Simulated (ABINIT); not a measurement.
Runs of ABINIT 10.8.3 (patched build) on CdSe (Cadmoselite). It takes space group P6_3mc (No. 186, hexagonal). Conventional cell: a = 4.300 Å, b = 4.300 Å, c = 7.020 Å, α = 90.00°, β = 90.00°, γ = 120.00°. Cd (site symmetry 3m) is surrounded by 4 Se at 2.61 to 2.70 Å. Se (site symmetry 3m) is surrounded by 4 Cd at 2.61 to 2.70 Å. 

```tsv
task	level	potentials or basis	cell	cutoff (eV)	cell freedom (optcell)	cutoff smearing ecutsm (Ha)	optimiser (ionmov)	force stop (Ha/bohr)	fine-grid cutoff	gap on the mesh (eV)	pressure (GPa)	relaxed volume (Å³/atom)	largest force (eV/Å)
relaxation of cell and atoms	PBE+D2	JTH PAW PBE v2.0	relaxed	599	2	0.5	2	5e-05	1197.3 eV	0.65	0.0	28.36	-
relaxation of cell and atoms	PBE+D3(BJ)	JTH PAW PBE v2.0	relaxed	599	2	0.5	2	5e-05	1197.3 eV	0.62	0.0	(a)	-
single point	PBE	JTH PAW PBE v2.0	as given	599	-	-	-	-	1197.3 eV	0.69	3.1	-	0.29
single point	PBE	PseudoDojo NC SR PBE v0.5 standard	as given	1388	-	-	-	-	-	0.70	3.0	-	0.28
single point	PBE	Ansatz NC PBE	as given	1170	-	-	-	-	-	0.70	3.0	-	0.28
single point	PBE	SG15 NC PBE v1.2	as given	599	-	-	-	-	-	0.69	(b)	-	0.29
relaxation of cell and atoms	PBE+D3	JTH PAW PBE v2.0	relaxed	599	2	0.5	2	5e-05	1197.3 eV	0.62	0.0	28.57	-
relaxation of cell and atoms	PBE	JTH PAW PBE v2.0	relaxed	599	2	0.5	2	5e-05	1197.3 eV	0.53	0.0	29.78	-
single point	PBE	SPMS NC PBE v1.0	as given	925	-	-	-	-	-	0.69	3.1	-	0.29
single point	PBE	PseudoDojo NC SR PBE v0.4.1 standard	as given	1442	-	-	-	-	-	0.70	3.1	-	0.28
```

Alike in all rows: no spin polarisation; k mesh 6 × 6 × 3; smearing fermi-dirac 0.05 eV.

Q: Estimate the missing entries.

A: (a) 28.60; (b) 3.2.

A k mesh can miss the band edges, and the runs leave out spin-orbit coupling on Cd, Se.

The runs don't all hold the same shells in valence.
